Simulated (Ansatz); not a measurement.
## Bands of CuO

```yaml
crystal:
  lattice:
    - [0.00000, 2.26180, 2.26180]
    - [2.26180, 0.00000, 2.26180]
    - [2.26180, 2.26180, 0.00000]
  atoms:
    - { symbol: Cu, position: [0.00000, 0.00000, 0.00000] }
    - { symbol: O, position: [0.25000, 0.25000, 0.25000] }
```

Atom numbers follow the list: Cu1, O2.

The cell was built from the zincblende type and relaxed in the same program, and has space group F-43m; it needn't be a known or the stable phase.

Without spin polarisation or U, such a compound can come out metallic where the real one is a magnetic insulator.

These are results of DFT, PBE, all-electron LAPW, scalar-relativistic (Ansatz 0.2.0), not measurements.

Settings: a Γ-centred 16×16×16 k mesh, Fermi–Dirac smearing of 0.05 eV, basis error target 1 meV/atom, no spin polarisation.

Points in fractions of the reciprocal vectors of this cell: Γ (0, 0, 0), X (-0.5, -0.5, 0), U (-0.375, -0.375, 0.25), K (-0.375, 0, 0.375), L (0, 0, 0.5), W (-0.5, -0.25, 0.25). The path joins them by straight lines in the order Γ–X–U–K–Γ–L–W–X; legs that retrace an earlier one aren't tabulated. Energies are in eV from the Fermi level.

**Question.** Metal or insulator at this level of theory?

**Answer.** No gap opens: metallic or semimetallic.

**Question.** Tabulate bands 12 to 16, counted from the lowest band of the run, along the path.

**Answer.** 
| k (1/Å) | point | band 12 | band 13 | band 14 | band 15 | band 16 |
| --- | --- | --- | --- | --- | --- | --- |
| 0.00 | Γ | 0.80 | 0.80 | 0.80 | 0.93 | 14.31 |
| 0.20 |  | 0.44 | 0.72 | 0.72 | 1.50 | 13.90 |
| 0.40 |  | 0.15 | 0.48 | 0.48 | 2.35 | 12.99 |
| 0.60 |  | -0.13 | 0.12 | 0.12 | 3.34 | 12.01 |
| 0.79 |  | -0.47 | -0.31 | -0.31 | 4.32 | 11.12 |
| 0.99 |  | -0.86 | -0.71 | -0.71 | 5.13 | 10.43 |
| 1.19 |  | -1.23 | -1.02 | -1.02 | 5.65 | 10.03 |
| 1.39 | X | -1.40 | -1.13 | -1.13 | 5.82 | 9.92 |
| 1.46 |  | -1.44 | -1.12 | -1.11 | 5.85 | 9.92 |
| 1.53 |  | -1.52 | -1.09 | -1.07 | 5.95 | 9.91 |
| 1.60 |  | -1.61 | -1.05 | -1.04 | 6.11 | 9.88 |
| 1.67 |  | -1.67 | -1.03 | -0.97 | 6.32 | 9.83 |
| 1.74 |  | -1.70 | -1.03 | -0.89 | 6.56 | 9.75 |
| 1.81 |  | -1.69 | -1.05 | -0.80 | 6.83 | 9.60 |
| 1.88 | U | -1.64 | -1.08 | -0.69 | 7.12 | 9.38 |
| 2.00 |  | -1.62 | -1.14 | -0.62 | 7.30 | 9.27 |
| 2.12 |  | -1.62 | -1.23 | -0.55 | 7.49 | 9.20 |
| 2.24 |  | -1.63 | -1.28 | -0.52 | 7.62 | 9.17 |
| 2.37 |  | -1.63 | -1.28 | -0.52 | 7.62 | 9.17 |
| 2.49 |  | -1.62 | -1.23 | -0.55 | 7.49 | 9.20 |
| 2.61 |  | -1.62 | -1.14 | -0.62 | 7.30 | 9.27 |
| 2.73 | K | -1.64 | -1.08 | -0.69 | 7.12 | 9.38 |
| 2.94 |  | -1.43 | -1.19 | -0.36 | 7.64 | 8.71 |
| 3.15 |  | -1.30 | -1.04 | -0.02 | 6.49 | 9.59 |
| 3.36 |  | -0.98 | -0.64 | 0.28 | 5.05 | 10.79 |
| 3.57 |  | -0.52 | -0.11 | 0.52 | 3.68 | 11.49 |
| 3.78 |  | -0.07 | 0.39 | 0.68 | 2.48 | 12.50 |
| 3.99 |  | 0.37 | 0.70 | 0.77 | 1.53 | 13.68 |
| 4.20 | Γ | 0.80 | 0.80 | 0.80 | 0.93 | 14.31 |
| 4.38 |  | 0.44 | 0.77 | 0.77 | 1.39 | 13.81 |
| 4.55 |  | 0.03 | 0.67 | 0.67 | 2.08 | 12.67 |
| 4.72 |  | -0.44 | 0.52 | 0.52 | 2.94 | 11.39 |
| 4.89 |  | -0.93 | 0.35 | 0.35 | 3.88 | 10.19 |
| 5.06 |  | -1.38 | 0.17 | 0.17 | 4.83 | 9.14 |
| 5.23 |  | -1.69 | 0.03 | 0.03 | 5.68 | 8.29 |
| 5.41 | L | -1.80 | -0.02 | -0.02 | 6.10 | 7.87 |
| 5.55 |  | -1.80 | -0.10 | -0.05 | 6.26 | 7.87 |
| 5.69 |  | -1.77 | -0.32 | -0.13 | 6.69 | 7.86 |
| 5.83 |  | -1.73 | -0.61 | -0.24 | 7.29 | 7.88 |
| 5.97 |  | -1.68 | -0.93 | -0.37 | 7.65 | 8.25 |
| 6.11 |  | -1.64 | -1.22 | -0.49 | 7.65 | 8.99 |
| 6.25 |  | -1.64 | -1.42 | -0.57 | 7.61 | 9.61 |
| 6.39 | W | -1.68 | -1.46 | -0.60 | 7.60 | 9.80 |
| 6.49 |  | -1.68 | -1.45 | -0.61 | 7.47 | 9.80 |
| 6.59 |  | -1.67 | -1.40 | -0.65 | 7.16 | 9.82 |
| 6.69 |  | -1.66 | -1.34 | -0.73 | 6.77 | 9.84 |
| 6.79 |  | -1.63 | -1.27 | -0.82 | 6.39 | 9.87 |
| 6.88 |  | -1.56 | -1.20 | -0.94 | 6.08 | 9.90 |
| 6.98 |  | -1.46 | -1.15 | -1.06 | 5.88 | 9.91 |
| 7.08 | X | -1.40 | -1.13 | -1.13 | 5.82 | 9.92 |
